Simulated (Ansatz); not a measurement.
**TiC polymorphs, one row open**

Method: DFT PBE, scalar-relativistic, plane waves, PAW (Ansatz). All cells share a 420 eV cutoff and Γ-centred k meshes spaced at most about 0.3 Å⁻¹ (about 0.25 or finer for metals, 2π included). No spin polarisation.

All energies are static (0 K, no zero-point motion). Rows are sorted by volume; energies count from the lowest form computed. Coordination counts C atoms around Ti (those within 1.25 times the shortest such distance or 1.15 times the sum of covalent radii). The table shows 5 of 10 forms computed.

```csv
row,form,source,atoms,coordination,V (Å³/atom),gap on mesh (eV),ΔE (meV/atom)
1,"anti-nickel arsenide type, P6_3/mmc",invented,4,Ti 6,10.2,0,?
2,"rock salt type, Fm-3m",COD,2,Ti 6,10.2,0,0
3,P6_3/mmc,invented,8,Ti 6,10.2,0,93
4,Cmmm,invented,2,Ti 4,10.7,0,757
5,"tungsten carbide type, P-6m2",invented,2,Ti 6,10.8,0,679
```

The cell of row 1:

```
Ti C
1.0
     3.15598    0.00000    0.00000
    -1.57799    2.73316    0.00000
     0.00000    0.00000    4.71134
Ti C
2 2
Cartesian
  1.5780 0.9111 3.5335
  0.0000 1.8221 1.1778
  0.0000 0.0000 0.0000
  0.0000 0.0000 2.3557
```

Problem. Estimate the missing energy, and say where the row ranks.

Solution. 141 meV/atom, which puts it above row 3 and below row 5. Counting C atoms around Ti, row 1 and the lowest form (row 2) both have Ti 6.

The lowest form is a structure that the Crystallography Open Database (COD) lists.

Cells relaxed within their symmetry can be saddle points. Some structure types and database cells were kept out of the candidates from the start, so a known form may be missing.
